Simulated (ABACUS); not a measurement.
# GaN (F-43m) in ABACUS: settings compared

Aim: see how the results for GaN move with the level of theory and the settings. Levels: PBEsol, PBE. Tasks: single point, relaxation of cell and atoms.

Everything below comes from runs of ABACUS 3.10.1. Logs are shortened: lines on timing, memory, paths and dates and some standing lists are left out, and cuts for length are marked.

**Measured values to compare with.**

A printed reference work, textbook reports, for a bulk crystal of GaN at 0 K: band gap 3.299 eV (direct).

The results are compared with them further down.

## Step 1: The crystal as given

The structure is cubic, space group F-43m (No. 216). The conventional cell has a = 4.507 Å, b = 4.507 Å, c = 4.507 Å, α = 90.00°, β = 90.00°, γ = 90.00°. Around Ga (site symmetry -43m) lie 4 N at 1.95 Å. N (site symmetry -43m) has 4 Ga at 1.95 Å as nearest neighbours.

The cell is a database's computed one.

## Step 2: Single point, PBEsol

run_abacus.py reads:

```python
"""ABACUS run from a structure file: ASE reads it, the script writes STRU, KPT and INPUT."""
import re
import subprocess
from ase.io import read
from ase.units import Bohr

atoms = read("POSCAR")
atoms = atoms[(-atoms.numbers).argsort(kind="stable")]  # ABACUS lists atoms element by element
pseudo = {'Ga': 'Ga.upf', 'N': 'N.upf'}
orbital = {}
magmoms = None
kmesh = [8, 8, 8]
params = {
    'suffix': 'GaN',
    'calculation': 'scf',
    'basis_type': 'pw',
    'pseudo_dir': './',
    'symmetry': 1,
    'dft_functional': 'pbesol',
    'ecutwfc': 84,
    'pseudo_rcut': 10,
    'nspin': 1,
    'nbands': 19,
    'ks_solver': 'dav',
    'smearing_method': 'fd',
    'smearing_sigma': 0.00367493,
    'scf_thr': 1e-08,
    'scf_nmax': 100,
    'mixing_type': 'broyden',
    'mixing_beta': 0.7,
    'cal_force': 1,
    'cal_stress': 1,
    'out_chg': 1,
    'kpar': 4,
}

symbols = atoms.get_chemical_symbols()
elements = list(dict.fromkeys(symbols))
lines = ["ATOMIC_SPECIES"] + [f"{e} {atoms.get_masses()[symbols.index(e)]:.4f} {pseudo[e]}" for e in elements]
if orbital:
    lines += ["", "NUMERICAL_ORBITAL"] + [orbital[e] for e in elements]
lines += ["", "LATTICE_CONSTANT", f"{1 / Bohr:.10f}", "", "LATTICE_VECTORS"]
lines += [" ".join(f"{x:.10f}" for x in v) for v in atoms.cell]
lines += ["", "ATOMIC_POSITIONS", "Direct"]
for e in elements:
    lines += ["", e, "0.0", str(symbols.count(e))]
    for i, p in enumerate(atoms.get_scaled_positions(wrap=False)):
        if symbols[i] == e:
            mag = "" if magmoms is None else " mag " + " ".join(str(x) for x in (magmoms[i] if isinstance(magmoms[i], list) else [magmoms[i]]))
            lines.append(" ".join(f"{x:.10f}" for x in p) + " 1 1 1" + mag)
open("STRU", "w").write("\n".join(lines) + "\n")
open("KPT", "w").write("K_POINTS\n0\nGamma\n%d %d %d 0 0 0\n" % tuple(kmesh))
open("INPUT", "w").write("INPUT_PARAMETERS\n" + "".join(f"{k:<20s}{v}\n" for k, v in params.items()))

done = subprocess.run(['mpirun', '-np', '4', 'abacus'])
if done.returncode:
    raise SystemExit(done.returncode)
log = open("OUT.GaN/running_scf.log").read()
print("final energy (eV):", re.findall(r"FINAL_ETOT_IS (\S+)", log))
```

POSCAR reads:

```
GaN
1.0
    0.0000000000      2.2535006075      2.2535006075
    2.2535006075      0.0000000000      2.2535006075
    2.2535006075      2.2535006075      0.0000000000
Ga N
1 1
Direct
    0.0000000000      0.0000000000      0.0000000000
    0.2500000000      0.2500000000      0.2500000000
```

Potentials or basis: PseudoDojo NC SR 0.4.1 PBEsol standard, plane waves.

The run is started by

```bash
OMP_NUM_THREADS=1 python run_abacus.py > log
```

running log:

```text
ABACUS v3.10.1

               Atomic-orbital Based Ab-initio Computation at UStc

 ------------------------------------------------------------------------------------

 READING GENERAL INFORMATION
                           global_out_dir = OUT.GaN/
                           global_in_card = INPUT
                               pseudo_dir = ./
                              orbital_dir =
                                    DSIZE = 4
                                    GSIZE = 1

 READING UNITCELL INFORMATION
                                    ntype = 2
                  lattice constant (Bohr) = 1.88973
              lattice constant (Angstrom) = 1

 READING ATOM TYPE 1
                               atom label = Ga
                      L=0, number of zeta = 1
                      L=1, number of zeta = 1
                      L=2, number of zeta = 1
             number of atom for this type = 1

 READING ATOM TYPE 2
                               atom label = N
                      L=0, number of zeta = 1
                      L=1, number of zeta = 1
                      L=2, number of zeta = 1
             number of atom for this type = 1

                        TOTAL ATOM NUMBER = 2
DIRECT COORDINATES
    atom                   x                   y                   z     mag                  vx                  vy                  vz
taud_Ga1            0.0000000000        0.0000000000        0.0000000000  0.0000        0.0000000000        0.0000000000        0.0000000000
taud_N1            0.2500000000        0.2500000000        0.2500000000  0.0000        0.0000000000        0.0000000000        0.0000000000

                          Volume (Bohr^3) = 154.454
                             Volume (A^3) = 22.8877

 Lattice vectors: (Cartesian coordinate: in unit of a_0)
                   +0             +2.2535             +2.2535
              +2.2535                  +0             +2.2535
              +2.2535             +2.2535                  +0
 Reciprocal vectors: (Cartesian coordinate: in unit of 2 pi/a_0)
            -0.221877           +0.221877           +0.221877
            +0.221877           -0.221877           +0.221877
            +0.221877           +0.221877           -0.221877
 The esolver type has been set to : ksdft_pw

                PAO radial cut off (Bohr) = 10

 Read in pseudopotential file is Ga.upf
                     pseudopotential type = NC
          exchange-correlation functional = PBESOL
                 nonlocal core correction = 1
                        valence electrons = 13
                                     lmax = 2
                           number of zeta = 3
                     number of projectors = 6
                           L of projector = 0
                           L of projector = 0
                           L of projector = 1
                           L of projector = 1
                           L of projector = 2
[... 180 lines left out ...]
 projector 1 L=0
 projector 2 L=0
 projector 3 L=1
 projector 4 L=1
 projector 5 L=2
 projector 6 L=2
 N non-local projectors:
 projector 1 L=0
 projector 2 L=0
 projector 3 L=1
 projector 4 L=1
      TOTAL NUMBER OF NONLOCAL PROJECTORS = 26

 Init Non-Local PseudoPotential table :
 Init Non-Local-Pseudopotential done.

                                     npwx = 2021

 Make real space PAO into reciprocal space.
       max mesh points in Pseudopotential = 1001
     dq(describe PAO in reciprocal space) = 0.01
                                    max q = 1104

 number of pseudo atomic orbitals for Ga is 3
WARNING: norm of atomic wavefunction # 2 of atomic type Ga is 0.999997, renormalized
WARNING: norm of atomic wavefunction # 3 of atomic type Ga is 0.998782, renormalized

 number of pseudo atomic orbitals for N is 2
WARNING: norm of atomic wavefunction # 2 of atomic type N is 0.999999, renormalized

 -------------------------------------------
 SELF-CONSISTENT
 -------------------------------------------
                                 init_chg = atomic

 PW ALGORITHM --------------- ION=   1  ELEC=   1--------------------------------

 Density error is 0.473596220782
                          Error Threshold = 0.01
----------------------------------------------------------
     Energy           Rydberg                 eV
----------------------------------------------------------
 E_KohnSham     -173.2687234795      -2357.4419245071
 E_Harris       -173.4110842979      -2359.3788428092
 E_Fermi        0.7131524821         9.7029372988
----------------------------------------------------------
[... 75 lines left out ...]
 Density error is 2.86147748198e-09
                          Error Threshold = 5.42122104766e-10
----------------------------------------------------------
     Energy           Rydberg                 eV
----------------------------------------------------------
 E_KohnSham     -173.4606325233      -2360.0529810013
 E_KS(sigma->0) -173.4606325233      -2360.0529810010
 E_Harris       -173.4603833890      -2360.0495913549
 E_band         0.6019117269         8.1894291790
 E_one_elec     -52.7575453444       -717.8032291767
 E_Hartree      43.5595420386        592.6579739956
 E_xc           -47.5883121754       -647.4722037882
 E_Ewald        -116.6743170421      -1587.4355220314
 E_entropy(-TS) -0.0000000000        -0.0000000006
 E_descf        0.0000000000         0.0000000000
 E_exx          0.0000000000         0.0000000000
 E_Fermi        0.8334389342         11.3395184399
----------------------------------------------------------

 charge density convergence is achieved
 final etot is -2360.052981 eV
 EFERMI = 11.33951844 eV

 STATE ENERGY(eV) AND OCCUPATIONS    NSPIN == 1
 1/8 kpoint (Cartesian) = 0.0000 0.0000 0.0000 (1989 pws)
       1       -5.44918     0.00390625
       2       -3.09239     0.00390625
       3       -3.09239     0.00390625
       4       -3.09239     0.00390625
       5       -2.77967     0.00390625
       6       -2.77967     0.00390625
[... 104 lines left out ...]
       6       -2.76857      0.0234375
[... 11 lines left out ...]
      18        30.5424        0.00000
      19        32.0301        0.00000

[... levels at 2 further k points ...]

------------------------------------------------------------------------------------------
 TOTAL-FORCE (eV/Angstrom)
------------------------------------------------------------------------------------------
                       Ga1         0.0000000000         0.0000000000         0.0000000000
                        N1         0.0000000000         0.0000000000         0.0000000000
------------------------------------------------------------------------------------------

----------------------------------------------------------------
 TOTAL-STRESS (KBAR)
----------------------------------------------------------------
        -9.1315801725         0.0000000000         0.0000000000
         0.0000000000        -9.1315801725        -0.0000000000
         0.0000000000        -0.0000000000        -9.1315801725
----------------------------------------------------------------
 TOTAL-PRESSURE: -9.131580 KBAR

 --------------------------------------------
 !FINAL_ETOT_IS -2360.0529810013217684 eV
 --------------------------------------------
```

Wall time 8.8 s (4 MPI ranks of AMD EPYC 7R43 (Zen 3), shared host); peak memory 0.32 GiB.

What came out:

- Free energy: -2360.0530 eV
- Pressure: -0.9 GPa
- Band gap on the k mesh: 1.70 eV, direct

Levels at points of the mesh, in eV from the valence-band top:
| k point | band 5 | band 6 | band 7 | band 8 | band 9 | band 10 | band 11 | band 12 | band 13 | band 14 |
| --- | --- | --- | --- | --- | --- | --- | --- | --- | --- | --- |
| (0.00, 0.00, 0.00) | -13.24 | -13.24 | 0.00 | 0.00 | 0.00 | 1.70 | 10.25 | 10.25 | 10.25 | 17.39 |
| (0.50, 0.50, 0.50) | -13.19 | -11.92 | -7.10 | -0.97 | -0.97 | 4.59 | 8.64 | 10.29 | 10.29 | 15.45 |
| (0.50, 0.50, 0.00) | -13.16 | -11.47 | -6.17 | -2.72 | -2.72 | 3.25 | 6.58 | 11.58 | 13.87 | 13.87 |

## Step 3: Relaxation of cell and atoms, PBEsol

INPUT reads:

```
INPUT_PARAMETERS
suffix              GaN
calculation         cell-relax
basis_type          pw
pseudo_dir          ./
latname             fcc
symmetry            1
dft_functional      pbesol
ecutwfc             84
pseudo_rcut         10
nspin               1
nbands              13
ks_solver           dav
smearing_method     fd
smearing_sigma      0.00367493
scf_thr             1e-08
scf_nmax            100
mixing_type         broyden
mixing_beta         0.7
cal_force           1
cal_stress          1
relax_nmax          60
force_thr_ev        0.01
relax_method        cg
out_stru            1
stress_thr          1
kpar                4
```

STRU reads:

```
ATOMIC_SPECIES
Ga 69.7230 Ga.upf
N 14.0070 N.upf

LATTICE_CONSTANT
8.5169979397

ATOMIC_POSITIONS
Direct

Ga
0.0
1
0.0000000000 0.0000000000 0.0000000000 1 1 1

N
0.0
1
0.7500000000 0.7500000000 0.7500000000 1 1 1
```

KPT reads:

```
K_POINTS
0
Gamma
8 8 8 0 0 0
```

Potentials or basis: PseudoDojo NC SR 0.4.1 PBEsol standard, plane waves.

The run is started by

```bash
OMP_NUM_THREADS=1 mpirun -np 4 abacus > log
```

It took 13 s on 4 MPI ranks of AMD EPYC 7R43 (Zen 3), shared host; peak memory 0.32 GiB.

The run converged. Its results:

- Free energy: -2360.0533 eV
- Relaxed volume: 11.39 Å³/atom
- Relaxed cell: a = 3.182 Å, b = 3.182 Å, c = 3.182 Å, α = 60.00°, β = 60.00°, γ = 60.00°
- Space group after relaxing (to 0.05 Å): F-43m (No. 216)
- Energy gained by relaxing: 0.2 meV/atom
- Ionic steps: 3
- Pressure after relaxing: 0.0 GPa
- Band gap on the k mesh: 1.74 eV, direct

The path:
```tsv
step	energy change (eV)	largest force (eV/Å)	pressure (GPa)	volume (Å³)
1	0.0000	0.0000	-0.93	22.89
2	0.0000	0.0000	0.93	22.66
3	-0.0003	0.0000	0.01	22.77
```

Final structure:
```cif
data_structure
_symmetry_space_group_name_H-M 'P 1'
_symmetry_Int_Tables_number 1
_cell_length_a 3.1816
_cell_length_b 3.1816
_cell_length_c 3.1816
_cell_angle_alpha 60.000
_cell_angle_beta 60.000
_cell_angle_gamma 60.000
_cell_volume 22.77
loop_
_atom_site_label
_atom_site_type_symbol
_atom_site_fract_x
_atom_site_fract_y
_atom_site_fract_z
_atom_site_occupancy
Ga1 Ga 0.00000 0.00000 0.00000 1
N1 N 0.75000 0.75000 0.75000 1
```

Levels at points of the mesh, in eV from the valence-band top:
```csv
k point,band 5,band 6,band 7,band 8,band 9,band 10
"(0.00, 0.00, 0.00)",-13.24,-13.24,0.00,0.00,0.00,1.74
"(0.50, 0.50, 0.50)",-13.19,-11.92,-7.13,-0.98,-0.98,4.62
"(0.50, 0.50, 0.00)",-13.16,-11.47,-6.19,-2.74,-2.74,3.25
```

[end of part 1 of 2]
